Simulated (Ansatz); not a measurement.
BN:

```xyz
2
Lattice="0.0000 3.4953 2.1661 1.2516 0.0000 2.1661 1.2516 3.4953 0.0000" Properties=species:S:1:pos:R:3 pbc="T T T"
N     1.2516    3.4953    2.8881
B     1.2516    3.4953    0.0002
```

Measurements of this composition are mostly on another form, of space group No. 194.

Base run:

| Property | Result |
| --- | --- |
| Program | Ansatz 0.2.0 |
| Functional | r2SCAN |
| Potentials or basis | Ansatz PAW |
| Cutoff | 500 eV (not typed: the program's choice for these potentials) |
| k mesh | 13 × 13 × 13 |
| Occupations | fermi-dirac, width 0.05 eV |
| Spin | no spin polarisation |

Its results: band gap on the k mesh 4.38 eV, indirect (least direct gap 5.29 eV); pressure -0.5 GPa; largest force 0.008 eV/Å.

Question: After a change of settings the same cell gave: band gap on the k mesh 3.71 eV, indirect (least direct gap 4.52 eV); pressure -4.2 GPa; largest force 0.010 eV/Å. Which change was it?
A. functional from r2SCAN to PBE; cutoff from 500 eV (not typed: the program's choice for these potentials) to 420 eV (not typed: the program's choice for these potentials)
B. functional from r2SCAN to PBEsol; cutoff from 500 eV (not typed: the program's choice for these potentials) to 420 eV (not typed: the program's choice for these potentials)
C. functional from r2SCAN to LDA; cutoff from 500 eV (not typed: the program's choice for these potentials) to 420 eV (not typed: the program's choice for these potentials)

Answer: C.

r2SCAN gives the wider gap, since meta-GGAs in the generalised Kohn-Sham scheme recover part of the derivative discontinuity.

Caveats: the k mesh misses the band edges, so the gap on the mesh is wider than the one along the path; the PAW data sets come from PBE, with cores solved anew for the run's functional, which leaves a small shift of forces and pressure.
